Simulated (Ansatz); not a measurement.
**TaN (P6/mmm), one atom moved along a line**

Level of theory: DFT PBEsol, scalar-relativistic, plane waves, PAW in Ansatz. Settings: plane waves to 420 eV, k-mesh 12×12×16 (Γ-centred), Gaussian smearing 0.15 eV. Spin–orbit coupling is left out, which can shift energies with elements as heavy as these. No spin polarisation. Energies are free energies at this smearing, counted from the undisturbed cell; pressure is positive in compression.

Reference structure (relaxed at this level; this form isn't the usual structure):

```
Ta N
1.0
     5.20509    0.00000    0.00000
    -2.60254    4.50774    0.00000
     0.00000    0.00000    2.90359
Ta N
3 3
Cartesian
  0.0000 0.0000 0.0000
  0.0000 3.0052 1.4518
  2.6025 1.5026 1.4518
  2.6025 0.0000 0.0000
  1.3013 2.2539 0.0000
  -1.3013 2.2539 0.0000
```

Atom 2 (Ta) is moved by x along the Cartesian unit vector (0.000, 0.000, -1.000); the cell and all other atoms stay fixed. The cell is metallic on the mesh throughout.

```
  x (Å)  ΔE (meV/cell) force along x on the moved atoms (eV/Å) pressure (GPa)
-0.4500         2309.9                                    11.00            22.5
-0.2250          547.3                                     4.95             5.8
 0.0000            0.0                                     0.00             0.0
 0.1125          135.1                                    -2.41             1.4
 0.2813          863.9                                    -6.31             9.0
 0.3375         1258.9                                    -7.76            12.9
 0.3938         1739.4                                    -9.32            17.4
```

By symmetry 0.4500 repeats -0.4500, -0.3375 repeats 0.3375, 0.2250 repeats -0.2250, -0.1125 repeats 0.1125 in energy, with the opposite slope along the path.